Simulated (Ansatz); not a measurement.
input.yaml (Ansatz)

```yaml
crystal:
  lattice:
    - [3.1777961013, -1.8696750883, -0.0110551383]
    - [3.1777961013, 1.8696750883, -0.0110551383]
    - [-1.802072694, 0.0, 7.7285017193]
  atoms:
    - { symbol: F, position: [0.0593687897, 0.4923776308, 0.0908216868] }
    - { symbol: F, position: [0.5076223692, 0.9406312103, 0.4091783132] }
    - { symbol: F, position: [0.9406312103, 0.5076223692, 0.9091783132] }
    - { symbol: F, position: [0.4923776308, 0.0593687897, 0.5908216868] }
hamiltonian:
  xc: rpbe
  pseudopotentials:
    kind: paw
    azcp:
      F: "pseudopotentials/F.paw.azcp"
basis:
  ecutwfc: 420
  fft_grid_basis: typed
kpoints:
  mp_grid: { grid: [9, 9, 4], shift: [0, 0, 0] }
magnetization:
  spin_polarized: false
scf:
  occupations: { method: fermi_dirac, width: 0.05 }
```

Output

```
Engine: ansatz 0.2.0, aarch64-unknown-linux-gnu
Pseudopotentials: kind: paw
Pseudopotential: F, paw, valence charge 7, recommended cutoff 420 eV (normal) 
Functional definition: RPBE
  parameter kappa = 0.804
  parameter beta = 0.06672455060314922
  exchange = rpbe_x(kappa = kappa, mu = beta*pi^2/3)
  correlation = pbe_c(beta = beta)
Crystal: 4 atoms, lattice volume = 91.762 Å³
Basis set: ecut = 420 eV, 1801 PW (Γ)
Bands: 18, of which v1, the nominal top of the filled ones, is band 14 counted from 1 (13 counted from 0)
Symmetry: 4 space group operations
Space group: C2/c (ITA 15), of the structure as read, at distance tolerance 4.5e-5 Å
k-points: 95 of 324
Non-local potential: F, projectors of the file, l = 0: 2, l = 1: 2, l = 2: 1
PAW form: soft (Blöchl's): semilocal exchange-correlation on the pseudo side does not see the compensation charge
PAW frozen core: F, regenerated for the run's functional, and the local potential with it (the file was generated under x = pbe(κ = 0.804, μ = 0.2195149727645171), c = pbe(β = 0.06672455060314922))
PAW one-centre angular grid: F, 110 points (default); XC on 64 Gauss nodes
Initial density: superposition of atomic densities (neutral atoms: chi_scale 0, normalization atom), corrected by the library's trained network
Initial wavefunctions: pseudopotential atomic-orbital guess
Functional: x = rpbe, c = pbe(β = 0.06672455060314922)
SCF iter   1: F=—  HF=-3231.261692 eV  |F-HF|=—  |Δ(HF+E_count)|=         —  Δρ=2.76e-3  dr2=3.35e-3  ethr=1.77e-3  ⟨swp⟩=4.3  Hψ=7802  notcnv=0
SCF iter   2: F=—  HF=-3231.259904 eV  |F-HF|=—  |Δ(HF+E_count)|=   1.79e-3  Δρ=1.11e-3  dr2=4.38e-4  ethr=1.20e-5  ⟨swp⟩=2.4  Hψ=3863  notcnv=0
SCF iter   3: F=—  HF=-3231.259658 eV  |F-HF|=—  |Δ(HF+E_count)|=   2.46e-4  Δρ=4.78e-4  dr2=8.68e-5  ethr=1.56e-6  ⟨swp⟩=2.0  Hψ=2888  notcnv=0
SCF iter   4: F=—  HF=-3231.259530 eV  |F-HF|=—  |Δ(HF+E_count)|=   1.28e-4  Δρ=3.27e-5  dr2=8.95e-7  ethr=3.10e-7  ⟨swp⟩=2.0  Hψ=3040  notcnv=0
iter 5 did not close the SCF: its close was put off for the readings that it lacked (scf_convergence_deferred on its scf_iter line)
SCF iter   5: F=-3231.259526 eV  HF=-3231.259526 eV  |F-HF|=2.02e-7  |Δ(HF+E_count)|=   3.70e-6  Δρ=1.08e-5  dr2=5.24e-8  ethr=3.20e-9  ⟨swp⟩=2.0  Hψ=2875  notcnv=0
SCF iter   6: F=-3231.259526 eV  HF=-3231.259526 eV  |F-HF|=3.82e-9  |Δ(HF+E_count)|=   1.74e-7  Δρ=1.43e-6  dr2=1.29e-9  ethr=1.87e-10  ⟨swp⟩=1.0  Hψ=4758  notcnv=0
SCF 1 converged in 6 iterations: F = -3231.259526 eV  dr2 = 1.29e-9
SCF converged after 6 iterations
Free energy (F): -3231.259526 eV
Harris-Foulkes:  -3231.259526 eV  (|F-HF|=3.82e-9)
Internal energy: -3231.259526 eV  (E = F + TS)
E sigma→0 (E₀):  -3231.259526 eV
Fermi energy:    -3.792298 eV
--- Per-component energies (eV) ---
  E_band       = -375.535743
  E_kinetic    = 808.307369
  E_local      = -3266.698352  (includes V_loc(G=0)·N_el)
  E_nonlocal   = 289.542446
  E_hartree    = 1224.698449
  E_xc         = -315.088770
  E_vxc        = -401.591326  (∫ρ·V_xc dr)
  E_paw        = -802.364278  (= ΣΔE_a)
  E_vpaw       = -254.502142  (= ΣTr[D̂ρ^β])
  E_aug_tail   = 0.007871  (compensation charges beyond the density's cutoff)
  E_ewald      = -1169.573024
  E_core_change = -0.091236  (= ΣΔE_core)
  E_smearing   = -0.000000  (= −TS)
  E_closure    = 0.000000  (closes the sum)
  Σ components = -3231.259526   (vs F -3231.259526, Δ=0.00e0)
```
